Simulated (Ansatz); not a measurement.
Crystal: InP.

```
In P
1.0
     0.00000    2.93050    2.93050
     2.93050    0.00000    2.93050
     2.93050    2.93050    0.00000
In P
1 1
Direct
  0.00000 0.00000 0.00000
  0.75000 0.75000 0.75000
```

Base run:

```yaml
Program: Ansatz 0.2.0
Functional: PBE-EpsX
Potentials_or_basis: Ansatz PAW
Cutoff: 420 eV
Density_cutoff: 1680 eV
k_mesh: 5 × 5 × 5
Occupations: fermi-dirac, width 0.05 eV
Spin: no spin polarisation
```

Its results: band gap on the k mesh 1.22 eV, direct.

**Question.** After a change of settings the same cell gave: band gap on the k mesh 2.40 eV, direct. Which change was it?
A. functional from PBE-EpsX to r2SCAN0; cutoff from 420 eV to 500 eV; density cutoff from 1680 eV to 2000 eV
B. functional from PBE-EpsX to HF; k mesh from 5 × 5 × 5 to 4 × 4 × 4
C. functional from PBE-EpsX to PBEsol; k mesh from 5 × 5 × 5 to 8 × 8 × 8
D. functional from PBE-EpsX to RPBE; k mesh from 5 × 5 × 5 to 8 × 8 × 8

**Answer.** A.

Caveats: spin-orbit coupling is left out, which moves the levels of the heavy elements.

Not every run made on this cell is shown here.
